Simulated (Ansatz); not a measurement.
A run of Ansatz 0.2.0 is set up as follows.

File input.yaml:

```yaml
crystal:
  lattice:
    - [0.0, 3.06065, 3.06065]
    - [3.06065, 0.0, 3.06065]
    - [3.06065, 3.06065, 0.0]
  atoms:
    - { symbol: Pb, position: [0.0, 0.0, 0.0] }
    - { symbol: Se, position: [0.5, 0.5, 0.5] }
kpoints:
  mp_grid: { grid: [6, 6, 6] }
scf:
  occupations: { method: fermi_dirac, width: 0.05 }
hamiltonian:
  xc: lda
  pseudopotentials: { kind: all_electron, lapw: { basis_error: 0.001 } }
output: {}
phonons:
  method: fd
  supercell: [1, 1, 1]
```

Potentials or basis: all-electron LAPW, scalar-relativistic.

The run is started by

```sh
$ ansatz run input.yaml --threads 1 --pin off --max-ram 3072MiB --backend cpu --events-out ev --progress --plain --runs-dir out
```

What does it give for the highest phonon frequency at Γ, LO-TO splitting left out?

0 cm⁻¹.

Predict the most unstable mode.

33i cm⁻¹.

What does it give for the band gap on the k mesh?

0.18 eV, direct.

Phonon frequencies in cm⁻¹ (negative: imaginary):
| q point | frequencies |
| --- | --- |
| (0.000, 0.000, 0.000) | -33 -33 -33 0 0 0 |

Caveat: some modes are imaginary; spin-orbit coupling is left out, which as a rule narrows the gap of such compounds by several tenths of an eV.

**What was measured.**

A printed reference work, monograph reports, for a bulk crystal of PbSe at 300 K: band gap 0.28 eV (direct).

Measured gap of PbSe: 0.28 eV (direct; 300 K; a printed reference work, monograph). This calculation gives 0.18 eV (-0.10 eV). 2 values of this kind are on record (0.15 to 0.28 eV); this one was drawn at random. Spin-orbit coupling on Pb, Se is left out. The value is that of LDA on a finite k mesh, which can miss the band edges, without temperature or zero-point motion. Semilocal functionals fall short of measured gaps as a rule.
